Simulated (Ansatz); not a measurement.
**Cd in Ansatz: convergence with smearing width**

Crystal: Cd.

```
Cd
1.0
     1.60803    0.92840    2.44929
    -1.60803    0.92840    2.44929
     0.00000   -1.85679    2.44929
Cd
1
Direct
  0.00000 0.00000 0.00000
```

This isn't the form of Cd at room conditions, which is hcp.

- Program: Ansatz 0.2.0
- Task: convergence study
- Functional: PBE
- Potentials or basis: all-electron LAPW, scalar-relativistic
- Cutoff: 207 eV (chosen from the basis error)
- Basis error allowed: 0.001 eV/atom
- k mesh: 10 × 10 × 10
- Occupations: fermi-dirac, width 0.3 eV
- Spin: no spin polarisation

These are the settings of the first run; the series varies smearing width, with any setting tied to it.

Hardware: 1 thread of Intel(R) Xeon(R) Processor @ 2.50GHz (Skylake/Cascade Lake), with other jobs on the host.

Problem. The values tried are 0.3 eV, 0.2 eV, 0.15 eV, 0.1 eV, 0.05 eV, 0.025 eV, 0.01 eV, loosest first. From which on does the pressure stay within 0.1 GPa of the tightest run that finished?

Solution. From 0.2 eV on.

```tsv
smearing width	energy less the tightest run, at zero smearing (meV/atom)	pressure (GPa)	SCF cycles	CPU time (s)	peak memory (GiB)
0.3 eV	-0.10	2.26	7	19	0.3
0.2 eV	0.63	2.11	7	18	0.3
0.15 eV	0.93	2.06	7	18	0.3
0.1 eV	0.72	2.04	7	18	0.3
0.05 eV	-0.05	2.06	7	18	0.3
0.025 eV	-0.11	2.07	7	17	0.3
0.01 eV	0.00	2.08	7	19	0.3
```

Against the tightest run, the energy stays within 1 meV/atom from 0.3 eV on. Narrower smearing needs a denser k mesh, so at a fixed mesh the narrowest width isn't the most accurate. The tightest run that finished is the yardstick and may itself not be fully converged.
